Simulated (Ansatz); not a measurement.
Consider the substitution at a C–C bond: `CC1C=CC=C1` + `[OH][AlH][CH2]F` → `C[O][AlH][CH2]F` + `C1=CCC=C1`.

Computed with Ansatz on PBE0-D4/def2-TZVP structures; ΔE is electronic, products minus reactants. CCSD(T)/CBS is the MP2 limit (def2-TZVPP, def2-QZVPP) plus CCSD(T) − MP2 in def2-TZVPP, frozen cores. Functionals use def2-TZVPP. One conformer a species, not always the lowest.

CCSD(T)/CBS gives +64.1 kJ/mol.

(1) Another level gave +48.0 kJ/mol. Which?
A. HF/def2-TZVPP
B. PBE0/def2-TZVPP
C. MP2/def2-TZVPP
D. CCSD/def2-TZVPP

Largest T1 diagnostic among the species: 0.012.

Results:

(1) A. HF/def2-TZVPP 48.0, PBE0 55.9, MP2/def2-TZVPP 69.7, CCSD/def2-TZVPP 60.6 kJ/mol.

The D4 term adds +3.5 kJ/mol with B3LYP and +1.9 kJ/mol with PBE0; it sums over pairs of atoms, weighted by their polarisabilities, and B3LYP, whose exchange is more repulsive, gets the larger term. In def2-TZVPP, CCSD(T) changes the Hartree–Fock value by +14.2 kJ/mol (the triples alone add +1.5 kJ/mol) and MP2 by +21.7 kJ/mol.

B3LYP here is the variant with VWN-RPA as its local correlation; programs differ in this.

CCSD(T)/CBS has its own doubt, a few kJ/mol and more with outer-core shells, so smaller differences from it don't rank the levels.
